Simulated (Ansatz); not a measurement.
## Bands of TaC

```
Ta C
1.0
     0.00000    2.22700    2.22700
     2.22700    0.00000    2.22700
     2.22700    2.22700    0.00000
Ta C
1 1
Direct
  0.00000 0.00000 0.00000
  0.50000 0.50000 0.50000
```

Atom numbers follow the list: Ta1, C2.

The cell comes from COD entry 9008731, which wasn't checked; take it as a given geometry.

Spin polarisation is left out, and whether a magnetic state lies lower isn't shown here.

Spin–orbit coupling is left out, though it moves levels of the heavy atoms by tenths of an eV or more.

All numbers below come from DFT, PBEsol, all-electron LAPW, scalar-relativistic in Ansatz 0.2.0.

Numerical set-up: a Γ-centred 13×13×13 k mesh, Fermi–Dirac smearing of 0.08 eV, basis error target 0.25 meV/atom, no spin polarisation.

Points in fractions of the reciprocal vectors of this cell: Γ (0, 0, 0), X (0.5, 0, 0.5), U (0.625, 0.25, 0.625), K (0.375, 0.375, 0.75), L (0.5, 0.5, 0.5), W (0.5, 0.25, 0.75). The path joins them by straight lines in the order Γ–X–U–K–Γ–L–W–X; legs that retrace an earlier one aren't tabulated. Energies are in eV from the Fermi level.

(1) Metal or insulator at this level of theory?

(2) Tabulate bands 23 to 28, counted from the lowest band of the run, along the path.

## Answers

(1) No gap opens: metallic or semimetallic.

(2) 
| k (1/Å) | point | band 23 | band 24 | band 25 | band 26 | band 27 | band 28 |
| --- | --- | --- | --- | --- | --- | --- | --- |
| 0.00 | Γ | -1.36 | -1.36 | -0.45 | -0.45 | -0.45 | 0.64 |
| 0.20 |  | -1.80 | -1.80 | -1.60 | 0.24 | 0.24 | 0.72 |
| 0.40 |  | -2.24 | -2.24 | -2.20 | 0.95 | 1.41 | 1.41 |
| 0.60 |  | -2.92 | -2.42 | -2.42 | 1.32 | 2.64 | 2.64 |
| 0.81 |  | -3.60 | -2.35 | -2.35 | 1.75 | 3.63 | 3.63 |
| 1.01 |  | -4.14 | -2.12 | -2.12 | 2.17 | 4.12 | 4.12 |
| 1.21 |  | -4.47 | -1.86 | -1.86 | 2.49 | 4.16 | 4.16 |
| 1.41 | X | -4.59 | -1.74 | -1.74 | 2.61 | 4.10 | 4.10 |
| 1.48 |  | -4.61 | -1.82 | -1.74 | 2.73 | 4.08 | 4.10 |
| 1.55 |  | -4.64 | -2.06 | -1.72 | 3.06 | 4.02 | 4.10 |
| 1.62 |  | -4.68 | -2.38 | -1.67 | 3.56 | 3.92 | 4.10 |
| 1.70 |  | -4.72 | -2.75 | -1.54 | 3.78 | 4.10 | 4.16 |
| 1.77 |  | -4.78 | -3.12 | -1.33 | 3.60 | 4.08 | 4.83 |
| 1.84 |  | -4.84 | -3.49 | -1.02 | 3.39 | 4.05 | 5.55 |
| 1.91 | U | -4.89 | -3.83 | -0.63 | 3.15 | 4.00 | 6.30 |
| 2.03 |  | -4.93 | -4.09 | -0.22 | 2.91 | 3.98 | 6.16 |
| 2.16 |  | -4.97 | -4.39 | 0.42 | 2.46 | 3.98 | 6.03 |
| 2.28 |  | -5.00 | -4.57 | 1.13 | 1.85 | 3.99 | 5.98 |
| 2.40 |  | -5.00 | -4.57 | 1.13 | 1.85 | 3.99 | 5.98 |
| 2.53 |  | -4.97 | -4.39 | 0.42 | 2.46 | 3.98 | 6.03 |
| 2.65 |  | -4.93 | -4.09 | -0.22 | 2.91 | 3.98 | 6.16 |
| 2.77 | K | -4.89 | -3.83 | -0.63 | 3.15 | 4.00 | 6.30 |
| 2.99 |  | -5.00 | -4.62 | 0.97 | 2.31 | 3.70 | 5.64 |
| 3.20 |  | -5.00 | -4.93 | 1.39 | 2.65 | 3.18 | 4.84 |
| 3.41 |  | -4.91 | -4.60 | 0.49 | 2.51 | 2.85 | 4.22 |
| 3.63 |  | -4.34 | -3.99 | -0.28 | 1.67 | 1.78 | 3.39 |
| 3.84 |  | -3.30 | -3.12 | -0.87 | 0.43 | 1.01 | 2.46 |
| 4.06 |  | -2.10 | -1.86 | -1.24 | -0.37 | 0.19 | 1.44 |
| 4.27 | Γ | -1.36 | -1.36 | -0.45 | -0.45 | -0.45 | 0.64 |
| 4.44 |  | -1.70 | -1.70 | -0.86 | -0.86 | -0.04 | 1.67 |
| 4.62 |  | -2.72 | -2.72 | -0.58 | -0.58 | 0.40 | 3.25 |
| 4.79 |  | -3.68 | -3.68 | 0.03 | 0.03 | 0.79 | 4.93 |
| 4.97 |  | -4.46 | -4.46 | 0.83 | 0.83 | 1.29 | 6.62 |
| 5.14 |  | -5.03 | -5.03 | 1.69 | 1.69 | 2.00 | 7.70 |
| 5.32 |  | -5.37 | -5.37 | 2.42 | 2.42 | 2.95 | 6.28 |
| 5.49 | L | -5.49 | -5.49 | 2.72 | 2.72 | 3.70 | 5.32 |
| 5.63 |  | -5.43 | -5.43 | 2.48 | 2.69 | 3.60 | 5.72 |
| 5.78 |  | -5.29 | -5.25 | 2.06 | 2.52 | 3.48 | 6.60 |
| 5.92 |  | -5.15 | -4.99 | 1.73 | 2.11 | 3.54 | 7.32 |
| 6.06 |  | -5.05 | -4.73 | 1.57 | 1.68 | 3.73 | 7.25 |
| 6.20 |  | -5.01 | -4.59 | 1.45 | 1.54 | 3.94 | 6.23 |
| 6.35 |  | -5.00 | -4.71 | 1.51 | 1.59 | 4.09 | 5.32 |
| 6.49 | W | -5.00 | -5.00 | 1.61 | 1.61 | 4.11 | 4.95 |
| 6.59 |  | -5.01 | -4.96 | 0.94 | 2.26 | 4.11 | 4.87 |
| 6.69 |  | -4.89 | -4.74 | 0.28 | 2.84 | 4.11 | 4.66 |
| 6.79 |  | -4.82 | -4.14 | -0.34 | 3.32 | 4.11 | 4.33 |
| 6.89 |  | -4.74 | -3.40 | -0.89 | 3.69 | 3.88 | 4.11 |
| 6.99 |  | -4.67 | -2.64 | -1.34 | 3.34 | 3.93 | 4.10 |
| 7.09 |  | -4.62 | -2.00 | -1.63 | 2.83 | 4.06 | 4.10 |
| 7.19 | X | -4.59 | -1.74 | -1.74 | 2.61 | 4.10 | 4.10 |
